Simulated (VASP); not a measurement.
# Pb (Fd-3m) in VASP: equation of state

Aim: energy against volume of Pb in PBEsol, for its equilibrium volume and stiffness.

Everything below comes from runs of VASP 6.6.1. Logs are shortened: lines on timing, memory, paths and dates and some standing lists are left out, and cuts for length are marked.

## Step 1: The crystal as given

It takes space group Fd-3m (No. 227, cubic). Conventional cell: a = 6.878 Å, b = 6.878 Å, c = 6.878 Å, α = 90.00°, β = 90.00°, γ = 90.00°. Around Pb (site symmetry -43m) lie 4 Pb at 2.98 Å.

This isn't the form of Pb at room conditions, which is fcc.

## Step 2: Equation of state, PBEsol, 38.23 Å³/atom (volume scaled by 0.94)

File INCAR:

```
ALGO = Normal
EDIFF = 1E-7
ENCUT = 520
GGA = PS
ISIF = 2
ISMEAR = -1
LASPH = True
LCHARG = False
LREAL = False
LWAVE = False
NBANDS = 21
NELM = 60
PREC = Accurate
SIGMA = 0.05
```

File KPOINTS:

```
k-points
0
Gamma
  7 7 7
```

File POSCAR:

```
Pb
1.0
    0.0000000000      3.3687966822      3.3687966822
    3.3687966822      0.0000000000      3.3687966822
    3.3687966822      3.3687966822      0.0000000000
Pb
2
Direct
    0.2500000000      0.2500000000      0.2500000000
    0.0000000000      0.0000000000      0.0000000000
```

Potentials or basis: VASP PAW PBE potentials, release 64 (Pb_d).

Launch:

```
cat potpaw_PBE.64/Pb_d/POTCAR > POTCAR
mpirun -np 1 vasp_std > vasp.out
```

OUTCAR:

```text
EDIFF = 1E-7
   ENCUT = 520
   GGA = PS
   ISIF = 2
   ISMEAR = -1
   LASPH = True
   LREAL = False
   NELM = 60
   PREC = Accurate

 Found     20 irreducible k-points:

 Following reciprocal coordinates:
            Coordinates               Weight
  0.000000  0.000000  0.000000      1.000000
  0.142857  0.000000  0.000000      8.000000
  0.285714  0.000000  0.000000      8.000000
  0.428571  0.000000  0.000000      8.000000
  0.142857  0.142857  0.000000      6.000000
  0.285714  0.142857  0.000000     24.000000
   k-points           NKPTS =     20   k-points in BZ     NKDIM =     20   number of bands    NBANDS=     21
   number of dos      NEDOS =    301   number of ions     NIONS =      2
   total plane-waves  NPLWV =  46656
   dimension x,y,z NGX =    36 NGY =   36 NGZ =   36
   dimension x,y,z NGXF=    72 NGYF=   72 NGZF=   72
   ions per type =               2
   NGX,Y,Z   is equivalent  to a cutoff of  12.56, 12.56, 12.56 a.u.
   NGXF,Y,Z  is equivalent  to a cutoff of  25.12, 25.12, 25.12 a.u.
 SYSTEM =  unknown system
   PREC   = accura    normal or accurate (medium, high low for compatibility)
   ISTART =      0    job   : 0-new  1-cont  2-samecut
   ICHARG =      2    charge: 1-file 2-atom 10-const
   ISPIN  =      1    spin polarized calculation?
   LNONCOLLINEAR =      F non collinear calculations
   LSORBIT =      F    spin-orbit coupling
   LASPH  =      T    aspherical Exc in radial PAW
   ENCUT  =  520.0 eV  38.22 Ry    6.18 a.u.   8.86  8.86  8.86*2*pi/ulx,y,z
   NELM   =     60;   NELMIN=  2; NELMDL= -5     # of ELM steps
   EDIFF  = 0.1E-06   stopping-criterion for ELM
   LREAL  =      F    real-space projection
   EDIFFG = 0.1E-05   stopping-criterion for IOM
   NSW    =      0    number of steps for IOM
   IBRION =     -1    ionic relax: 0-MD 1-quasi-New 2-CG
   NFREE  =      0    steps in history (QN), initial steepest desc. (CG)
   ISIF   =      2    stress and relaxation
   ISYM   =      2    0-nonsym 1-usesym 2-fastsym
   POTIM  = 0.5000    time-step for ionic-motion
   TEBEG  =    0.0;   TEEND  =   0.0 temperature during run
   PSTRESS=    0.0 pullay stress
   NELECT =      28.0000    total number of electrons
   NUPDOWN=      -1.0000    fix difference up-down
   EMIN   =  10.00;   EMAX   =-10.00  energy-range for DOS
   EFERMI =   0.00;   METHOD = LEGACY
   ISMEAR =    -1;   SIGMA  =   0.05  broadening in eV -4-tet -1-fermi 0-gaus
   EFERMI_NEDOS =   21; number of points for ismear=-14 and -15
   IALGO  =     38    algorithm
   IMIX   =      4    mixing-type and parameters
     AMIX     =   0.40;   BMIX     =  1.00
     AMIX_MAG =   1.60;   BMIX_MAG =  1.00
  volume/ion in A,a.u.               =      38.23       258.00
  Fermi-wavevector in a.u.,A,eV,Ry     =   1.171231  2.213306 18.664241  1.371783
  Thomas-Fermi vector in A             =   2.307678
   LORBIT       =      0    0 simple, 1 ext, 2 COOP (PROOUT), +10 PAW based schemes
   GGA     = PS    functional components
   LHFCALC =     F    Hartree Fock is set to
   AEXX    =    0.0000 exact exchange contribution
   IVDW    =     0    specifies the selected vdW correction
   LEPSILON=     F    determine dielectric tensor
   LRPA    =     F    only Hartree local field effects (RPA)
 non-spin polarized calculation
  energy-cutoff  :      520.00
  volume of cell :       76.46
 maximum number of plane-waves:      2085
   NGX = 17   NGY = 17   NGZ = 17

 number of electron      28.0000003 magnetization

 Free energy of the ion-electron system (eV)
  ---------------------------------------------------
  ext. energy  EPLUGINS =         0.00000000
  ---------------------------------------------------
  free energy    TOTEN  =        -7.30175070 eV

  energy without entropy =       -7.29577651  energy(sigma->0) =       -7.29876361

 E-fermi :   4.7446     XC(G=0):  -8.8881

 val. band max:        4.7057184105   @ k =  -0.1429   0.1429   0.0000
 cond. band min:       4.7791894549   @ k =   0.1429   0.0000   0.0000
 fundamental gap:      0.0734710444
 Fermi energy:         4.7446493812

 k-point     1 :       0.0000    0.0000    0.0000
  band No.  band energies     occupation
      1     -12.5233      2.00000
      2     -12.5233      2.00000
      3     -12.5233      2.00000
      4     -12.4342      2.00000
      5     -12.4342      2.00000
      6     -11.9293      2.00000
[... 13 lines left out ...]
     20      12.7150      0.00000
     21      12.7150      0.00000

 k-point     2 :       0.1429    0.0000    0.0000
  band No.  band energies     occupation
      1     -12.5452      2.00000
      2     -12.5452      2.00000
      3     -12.5183      2.00000
      4     -12.4020      2.00000
      5     -12.4020      2.00000
      6     -11.9619      2.00000
[... 13 lines left out ...]
     20      12.0308      0.00000
     21      12.0311      0.00000

 k-point     3 :       0.2857    0.0000    0.0000
  band No.  band energies     occupation
      1     -12.5692      2.00000
      2     -12.5692      2.00000
      3     -12.5069      2.00000
      4     -12.3584      2.00000
      5     -12.3584      2.00000
      6     -11.9962      2.00000
[... 13 lines left out ...]
     20      12.0406      0.00000
     21      12.0406      0.00000

 k-point     4 :       0.4286    0.0000    0.0000
  band No.  band energies     occupation
      1     -12.5784      2.00000
      2     -12.5784      2.00000
      3     -12.4973      2.00000
      4     -12.3378      2.00000
      5     -12.3378      2.00000
      6     -12.0090      2.00000
[... 13 lines left out ...]
     20      12.9983      0.00000
     21      12.9983      0.00000

 k-point     5 :       0.1429    0.1429    0.0000
  band No.  band energies     occupation
      1     -12.5438      2.00000
      2     -12.5400      2.00000
      3     -12.5400      2.00000
      4     -12.4069      2.00000
      5     -12.3676      2.00000
      6     -12.0336      2.00000
[... 13 lines left out ...]
     20      10.8444      0.00000
     21      13.2055      0.00000

 k-point     6 :       0.2857    0.1429    0.0000
  band No.  band energies     occupation
      1     -12.5800      2.00000
      2     -12.5611      2.00000
      3     -12.5159      2.00000
      4     -12.3675      2.00000
      5     -12.3147      2.00000
      6     -12.0928      2.00000
[... 13 lines left out ...]
     20      11.7049      0.00000
     21      12.9763      0.00000

 [... further k-points ...]

------------------------ aborting loop because EDIFF is reached ----------------------------------------

  FORCE on cell =-STRESS in cart. coord.  units (eV):
  Direction    XX          YY          ZZ          XY          YZ          ZX
  --------------------------------------------------------------------------------------
  -------------------------------------------------------------------------------------
  Total        1.2970721      1.2970721      1.2970721      0.0000000     -0.0000000      0.0000000
  in kB       27.1781755     27.1781755     27.1781755      0.0000000     -0.0000000      0.0000000
  external PRESSURE =      27.1781755 kB  Pullay stress =       0.0000000 kB

 VOLUME and BASIS-vectors are now :
 -----------------------------------------------------------------------------
  energy-cutoff  :      520.00
  volume of cell :       76.46
      direct lattice vectors                 reciprocal lattice vectors
     0.000000000  3.368796682  3.368796682    -0.148420949  0.148420949  0.148420949
     3.368796682  0.000000000  3.368796682     0.148420949 -0.148420949  0.148420949
     3.368796682  3.368796682  0.000000000     0.148420949  0.148420949 -0.148420949

 POSITION                                       TOTAL-FORCE (eV/Angst)
 -----------------------------------------------------------------------------------
      1.68440      1.68440      1.68440         0.000000      0.000000      0.000000
      0.00000      0.00000      0.00000        -0.000000     -0.000000     -0.000000
 -----------------------------------------------------------------------------------
    total drift:                                0.000000      0.000000      0.000000

  FREE ENERGIE OF THE ION-ELECTRON SYSTEM (eV)
  ---------------------------------------------------
  free  energy   TOTEN  =        -7.3017507041 eV

  energy  without entropy=       -7.2957765141  energy(sigma->0) =       -7.29876361
```

OSZICAR:

```text
N       E                     dE             d eps       ncg     rms          rms(c)
DAV:   1     0.291363785014E+03    0.29136E+03   -0.13730E+04   840   0.150E+03
DAV:   2     0.142331719902E+02   -0.27713E+03   -0.27151E+03   840   0.398E+02
DAV:   3    -0.660031001303E+01   -0.20833E+02   -0.20679E+02  1044   0.137E+02
DAV:   4    -0.732326775727E+01   -0.72296E+00   -0.72265E+00   983   0.300E+01
DAV:   5    -0.736356402995E+01   -0.40296E-01   -0.40296E-01  1250   0.622E+00    0.171E+00
DAV:   6    -0.732009541528E+01    0.43469E-01   -0.41678E-02  1161   0.292E+00    0.949E-01
DAV:   7    -0.730122824704E+01    0.18867E-01   -0.33532E-02  1160   0.239E+00    0.169E-01
DAV:   8    -0.730157438062E+01   -0.34613E-03   -0.48769E-03  1046   0.795E-01    0.414E-02
DAV:   9    -0.730174519170E+01   -0.17081E-03   -0.27802E-04   972   0.189E-01    0.136E-02
DAV:  10    -0.730174944900E+01   -0.42573E-05   -0.20094E-05  1078   0.513E-02    0.469E-03
DAV:  11    -0.730175076381E+01   -0.13148E-05   -0.29515E-06  1025   0.156E-02    0.551E-04
DAV:  12    -0.730175070406E+01    0.59749E-07   -0.17045E-07   890   0.402E-03
   1 F= -.73017507E+01 E0= -.72987636E+01  d E =-.597419E-02
```

stdout:

```text
POSCAR found type information on POSCAR Pb
 POSCAR found :  1 types and       2 ions
 scaLAPACK will be used
 -----------------------------------------------------------------------------
|                                                                             |
|                                                                             |
|     You enforced a specific xc type in the INCAR file but a different       |
|     I HOPE YOU KNOW WHAT YOU ARE DOING!                                     |
|                                                                             |
 -----------------------------------------------------------------------------

 LDA part: xc-table for (Slater+PW92), standard interpolation
 POSCAR, INCAR and KPOINTS ok, starting setup
 FFT: planning ... GRIDC
 FFT: planning ... GRID_SOFT
 FFT: planning ... GRID
 WAVECAR not read
 entering main loop
```

It took 26 s on 1 thread of Intel Xeon Platinum 8259CL at 2.50GHz (Skylake/Cascade Lake), shared host; peak memory 0.2 GiB.

Results:

```yaml
Free_energy: -7.3018 eV
Pressure: 2.7 GPa
Band_gap_on_the_k_mesh: none (metal or under the smearing width)
```

Caveat: the PAW data sets were made with another functional, which shifts forces and pressure a little.

## Step 3: Equation of state, PBEsol, 39.05 Å³/atom (volume scaled by 0.96)

INCAR is that of step 2.

KPOINTS is that of step 2.

File POSCAR:

```
Pb
1.0
    0.0000000000      3.3925213842      3.3925213842
    3.3925213842      0.0000000000      3.3925213842
    3.3925213842      3.3925213842      0.0000000000
Pb
2
Direct
    0.2500000000      0.2500000000      0.2500000000
    0.0000000000      0.0000000000      0.0000000000
```

Potentials or basis: VASP PAW PBE potentials, release 64 (Pb_d).

Launch:

```
cat potpaw_PBE.64/Pb_d/POTCAR > POTCAR
mpirun -np 1 vasp_std > vasp.out
```

Wall time 28 s (1 thread of Intel Xeon Platinum 8259CL at 2.50GHz (Skylake/Cascade Lake), shared host); peak memory 0.2 GiB.

The run converged. Its results:

| Quantity | Value |
| --- | --- |
| Free energy | -7.3256 eV |
| Pressure | 1.9 GPa |
| Band gap on the k mesh | none (metal or under the smearing width) |

Caveat: the PAW data sets were made with another functional, which shifts forces and pressure a little.

## Step 4: Equation of state, PBEsol, 39.86 Å³/atom (volume scaled by 0.98)

INCAR is that of step 3.

KPOINTS is that of step 3.

File POSCAR:

```
Pb
1.0
    0.0000000000      3.4159188228      3.4159188228
    3.4159188228      0.0000000000      3.4159188228
    3.4159188228      3.4159188228      0.0000000000
Pb
2
Direct
    0.2500000000      0.2500000000      0.2500000000
    0.0000000000      0.0000000000      0.0000000000
```

Launch:

```
cat potpaw_PBE.64/Pb_d/POTCAR > POTCAR
mpirun -np 1 vasp_std > vasp.out
```

It took 26 s on 1 thread of Intel Xeon Platinum 8259CL at 2.50GHz (Skylake/Cascade Lake), shared host; peak memory 0.2 GiB.

The run converged. Its results:

```
Free energy            : -7.3410 eV
Pressure               : 1.1 GPa
Band gap on the k mesh : none (metal or under the smearing width)
```

Caveat: the PAW data sets were made with another functional, which shifts forces and pressure a little.

## Step 5: Equation of state, PBEsol, 41.49 Å³/atom (volume scaled by 1.02)

INCAR is that of step 4.

KPOINTS is that of step 4.

File POSCAR:

```
Pb
1.0
    0.0000000000      3.4617755540      3.4617755540
    3.4617755540      0.0000000000      3.4617755540
    3.4617755540      3.4617755540      0.0000000000
Pb
2
Direct
    0.2500000000      0.2500000000      0.2500000000
    0.0000000000      0.0000000000      0.0000000000
```

Launch:

```
cat potpaw_PBE.64/Pb_d/POTCAR > POTCAR
mpirun -np 1 vasp_std > vasp.out
```

It took 25 s on 1 thread of Intel Xeon Platinum 8259CL at 2.50GHz (Skylake/Cascade Lake), shared host; peak memory 0.2 GiB.

The run converged. Its results:

```yaml
Free_energy: -7.3505 eV
Pressure: -0.2 GPa
Band_gap_on_the_k_mesh: none (metal or under the smearing width)
```

Caveat: the PAW data sets were made with another functional, which shifts forces and pressure a little.

## Step 6: Equation of state, PBEsol, 42.30 Å³/atom (volume scaled by 1.04)

INCAR is that of step 5.

KPOINTS is that of step 5.

File POSCAR:

```
Pb
1.0
    0.0000000000      3.4842552460      3.4842552460
    3.4842552460      0.0000000000      3.4842552460
    3.4842552460      3.4842552460      0.0000000000
Pb
2
Direct
    0.2500000000      0.2500000000      0.2500000000
    0.0000000000      0.0000000000      0.0000000000
```

Potentials or basis: VASP PAW PBE potentials, release 64 (Pb_d).

Launch:

```
cat potpaw_PBE.64/Pb_d/POTCAR > POTCAR
mpirun -np 1 vasp_std > vasp.out
```

It took 32 s on 1 thread of Intel Xeon Platinum 8259CL at 2.50GHz (Skylake/Cascade Lake), shared host; peak memory 0.24 GiB.

The run converged. Its results:

```yaml
Free_energy: -7.3459 eV
Pressure: -0.8 GPa
Band_gap_on_the_k_mesh: none (metal or under the smearing width)
```

Caveat: the PAW data sets were made with another functional, which shifts forces and pressure a little.

## Step 7: Equation of state, PBEsol, 43.11 Å³/atom (volume scaled by 1.06)

INCAR is that of step 6.

KPOINTS is that of step 6.

File POSCAR:

```
Pb
1.0
    0.0000000000      3.5064485529      3.5064485529
    3.5064485529      0.0000000000      3.5064485529
    3.5064485529      3.5064485529      0.0000000000
Pb
2
Direct
    0.2500000000      0.2500000000      0.2500000000
    0.0000000000      0.0000000000      0.0000000000
```

Launch:

```
cat potpaw_PBE.64/Pb_d/POTCAR > POTCAR
mpirun -np 1 vasp_std > vasp.out
```

Run time: 32 s. Hardware: 1 thread of Intel Xeon Platinum 8259CL at 2.50GHz (Skylake/Cascade Lake), shared host; peak memory 0.23 GiB.

The run converged. Its results:

| Quantity | Value |
| --- | --- |
| Free energy | -7.3362 eV |
| Pressure | -1.3 GPa |
| Band gap on the k mesh | none (metal or under the smearing width) |

Caveat: the PAW data sets were made with another functional, which shifts forces and pressure a little.

## Step 8: Equation of state, PBEsol

Potentials or basis: VASP PAW PBE potentials, release 64 (Pb_d).

No new run: the results of the series are fitted here.

Results:

| Quantity | Value |
| --- | --- |
| Equilibrium volume | 41.26 Å³/atom |
| Bulk modulus | 30 GPa |
| Pressure derivative of the bulk modulus | 4.9 |

Energy against volume, from the lowest point:
```
volume (Å³/atom)  energy (meV/atom)
          38.232              24.36
          39.045              12.44
          39.859               4.72
          40.672               0.70
          41.486               0.00
          42.299               2.27
          43.112               7.14
```

Caveat: the PAW data sets were made with another functional, which shifts forces and pressure a little. Spin-orbit coupling is left out, which matters for the levels of Pb.
